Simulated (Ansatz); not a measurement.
Runs of Ansatz 0.2.0 on Bi2Te2Se. Symmetry: R-3m, No. 166, trigonal system. Conventional cell: a = 4.322 Å, b = 4.322 Å, c = 31.757 Å, α = 90.00°, β = 90.00°, γ = 120.00°. Bi (site symmetry 3m) has 3 Te at 3.05 Å and 3 Se at 3.11 Å as nearest neighbours. Te (site symmetry 3m) is surrounded by 3 Bi at 3.05 Å. Se (site symmetry -3m) is surrounded by 6 Bi at 3.11 Å. The cell is a database's computed one.

```csv
task,level,cutoff (eV),basis error allowed,gap on the mesh (eV),pressure (GPa),V0 of scaled cells (Å³/atom),B0 (GPa),largest force (eV/Å)
band structure,BLYP,190,0.002 eV/atom,0.52,4.0,-,-,0.35
band structure,PBEsol,190,0.002 eV/atom,0.41,-1.4,-,-,0.05
equation of state,LDA,-,0.002 eV/atom,-,-,(a),56,-
equation of state,PBEsol,-,0.002 eV/atom,-,-,33.26,(b),-
single point,PBEsol,207,0.001 eV/atom,0.41,-1.4,-,-,0.05
```

Alike in all rows: potentials or basis all-electron LAPW, scalar-relativistic; no spin polarisation; cell as given; k mesh 7 × 7 × 7; smearing fermi-dirac 0.05 eV.

Task: Fill in the values left out.

Result: (a) 32.49; (b) 53.

Caveats: spin-orbit coupling is left out, which as a rule narrows the gap of such compounds by several tenths of an eV (some runs); the cell was scaled at fixed shape and fractional positions, which overstates the stiffness of a crystal with free parameters, most of all of layers and chains (some runs); spin-orbit coupling is left out, which moves the levels of the heavy elements (some runs); an odd mesh through Γ misses points on the zone boundary, where band edges often lie (some runs).

A k mesh can miss the band edges, and the runs leave out spin-orbit coupling on Bi, Se, Te.

Not every run made on this cell is shown here.
